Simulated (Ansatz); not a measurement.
## Compressing ZnSe

Method: DFT PBEsol, scalar-relativistic, plane waves, PAW (Ansatz 0.2.0). Settings: 420 eV cutoff, 8×8×8 k-mesh, Gaussian smearing of 0.02 eV, no spin polarisation.

Reference structure (relaxed):

```yaml
crystal:
  lattice:
    - [0.00000, 2.81662, 2.81662]
    - [2.81662, 0.00000, 2.81662]
    - [2.81662, 2.81662, 0.00000]
  atoms:
    - { symbol: Zn, position: [0.00000, 0.00000, 0.00000] }
    - { symbol: Se, position: [0.75000, 0.75000, 0.75000] }
```

Cell and atoms are relaxed at each pressure within the symmetry of the start, at zero temperature, so transitions that lower the symmetry aren't seen. The k-mesh given is that at zero pressure and may differ at others. a, b and c are the lengths of the cell vectors above. Gaps are Kohn–Sham gaps over the whole zone.

| P (GPa) | V (Å³/atom) | V/V0 | a (Å) | b (Å) | c (Å) |
| --- | --- | --- | --- | --- | --- |
| -1 | 22.71 | 1.016 | 4.005 | 4.005 | 4.005 |
| 0 | 22.35 | 1.000 | 3.983 | 3.983 | 3.983 |
| 1 | 22.02 | 0.985 | 3.964 | 3.964 | 3.964 |
| 4 | 21.16 | 0.947 | 3.912 | 3.912 | 3.912 |
| 12 | 19.52 | 0.874 | 3.808 | 3.808 | 3.808 |
| 25 | 17.79 | 0.796 | 3.692 | 3.692 | 3.692 |
| 50 | 15.77 | 0.706 | 3.547 | 3.547 | 3.547 |
| 90 | 13.92 | 0.623 | 3.402 | 3.402 | 3.402 |

Task: What bulk modulus and pressure derivative fit these points?

Result: A third-order Birch–Murnaghan fit gives B0 = 66 GPa and B0' = 4.4.

Task: What does pressure do to the gap?

Result: The gaps are 1.18 eV at -1 GPa, 1.24 eV at 0 GPa, 1.30 eV at 1 GPa, 1.46 eV at 4 GPa, 1.80 eV at 12 GPa, 2.17 eV at 25 GPa, 1.77 eV at 50 GPa, 1.31 eV at 90 GPa.